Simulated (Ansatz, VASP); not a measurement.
# Two plane-wave programs on Hf

```
Hf
1.0
     0.00000    2.17995    2.17995
     2.17995    0.00000    2.17995
     2.17995    2.17995    0.00000
Hf
1
Cartesian
  0.0000 0.0000 0.0000
```

Alike in both runs: functional LDA; k mesh 16 × 16 × 16; occupations gaussian, width 0.1 eV; no spin polarisation.

Ansatz relaxed the structure, and its values are those at the end. VASP's run is a single point on that final structure, the one shown.

|  | VASP | Ansatz |
| --- | --- | --- |
| version | VASP 6.6.1 | Ansatz 0.2.0 |
| potentials or method | VASP PAW LDA potentials, release 64 (Hf_pv) | scalar-relativistic, plane waves, PAW |
| plane-wave cutoff (eV) | 520 | 500 |
| valence electrons in the cell | 10 | 26 |

|  | VASP | Ansatz | Ansatz less VASP |
| --- | --- | --- | --- |
| gap on the k mesh at the Fermi level (eV) | none | none | - |
| pressure (GPa) | 0.1 | 0.0 | -0.03 |

A gap of «none» marks a metal or a gap that the smearing closes. The two sets of potentials don't hold the same shells in valence.

The runs have no spin-orbit coupling, so splittings on Hf are missing.
